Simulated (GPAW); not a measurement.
Runs of GPAW 26.7.0 on KF (Carobbiite). The structure is cubic, space group Fm-3m (No. 225). The conventional cell has a = 5.344 Å, b = 5.344 Å, c = 5.344 Å, α = 90.00°, β = 90.00°, γ = 90.00°. Around K (site symmetry m-3m) lie 6 F at 2.67 Å. F (site symmetry m-3m) has 6 K at 2.67 Å as nearest neighbours. 

```tsv
task	level	potentials or basis	cell	k mesh	cutoff (eV)	smearing	response ecut	response k mesh	response bands	kernels	coarser k mesh	gap on the mesh (eV)	pressure (GPa)
dielectric tensor	LDA	the program's PAW data sets (release 1.2.1) made for this functional, pw	as given	7 × 7 × 7	600	fermi-dirac 0.001 eV	80 eV	22 × 22 × 22	28	["RPA", "ALDA", "LR0.2"]	15 × 15 × 15	5.80	-
relaxation of cell and atoms	PBEsol	PAW data sets generated in the run's folder for this functional, pw	relaxed to 10 GPa	9 × 9 × 9	800	fermi-dirac 0.05 eV	-	-	-	-	-	7.28	9.9
relaxation of cell and atoms	PBEsol	PAW data sets generated in the run's folder for this functional, pw	relaxed to 20 GPa	9 × 9 × 9	800	fermi-dirac 0.05 eV	-	-	-	-	-	(b)	20.0
relaxation of cell and atoms	PBEsol	PAW data sets generated in the run's folder for this functional, pw	relaxed to 30 GPa	9 × 9 × 9	800	fermi-dirac 0.05 eV	-	-	-	-	-	7.76	30.0
relaxation of cell and atoms	PBEsol+D4	PAW data sets generated in the run's folder for this functional, pw	relaxed	9 × 9 × 9	800	fermi-dirac 0.05 eV	-	-	-	-	-	(a)	0.2
```

Alike in all rows: no spin polarisation.

Question: Fill in the values left out.

Answer: (a) 6.36; (b) 7.85.

Caveats: later steps reuse the first step's grids (some runs); an odd mesh through Γ misses points on the zone boundary, where band edges often lie (some runs); the long-wavelength limit can be off by a per cent or two (some runs).

Runs at the PBE level aren't shown here.
